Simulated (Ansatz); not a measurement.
The system is GaCuSe2.

```xyz
8
Lattice="-2.8096 2.8096 5.5130 2.8096 -2.8096 5.5130 2.8096 2.8096 -5.5130" Properties=species:S:1:pos:R:3 pbc="T T T"
Se    1.4048   -1.4013    4.1348
Se    1.4013    1.4048    6.8913
Se    1.4048    4.2108   -1.3783
Se    1.4083    1.4048    1.3783
Ga    2.8096    0.0000    2.7565
Ga    0.0000    0.0000    5.5130
Cu    0.0000    2.8096    2.7565
Cu    0.0000    0.0000    0.0000
```

Base run:

| Quantity | Value |
| --- | --- |
| Program | Ansatz 0.2.0 |
| Functional | r2SCAN |
| Potentials or basis | Ansatz PAW |
| Cutoff | 500 eV |
| Density cutoff | 2000 eV |
| k mesh | 7 × 7 × 7 |
| Occupations | fermi-dirac, width 0.05 eV |
| Spin | no spin polarisation |

Its results: band gap on the k mesh 0.63 eV, direct; pressure 0.3 GPa; largest force 0.227 eV/Å.

After a change of settings the same cell gave: band gap on the k mesh 0.16 eV, direct; pressure -0.7 GPa; largest force 0.433 eV/Å. Which change was it?
A. k mesh from 7 × 7 × 7 to 6 × 6 × 6; occupations from fermi-dirac, width 0.05 eV to fixed; potential files from those of the base run to others of the same set
B. functional from r2SCAN to revPBE; cutoff from 500 eV to 420 eV; density cutoff from 2000 eV to 1680 eV
C. functional from r2SCAN to BLYP; cutoff from 500 eV to 420 eV; density cutoff from 2000 eV to 1680 eV
D. functional from r2SCAN to PBEsol; cutoff from 500 eV to 420 eV; density cutoff from 2000 eV to 1680 eV

D.

r2SCAN gives the wider gap, since meta-GGAs in the generalised Kohn-Sham scheme recover part of the derivative discontinuity.

Caveats: the PAW data sets come from PBE, with cores solved anew for the run's functional, which leaves a small shift of forces and pressure.

Not every run made on this cell is shown here.
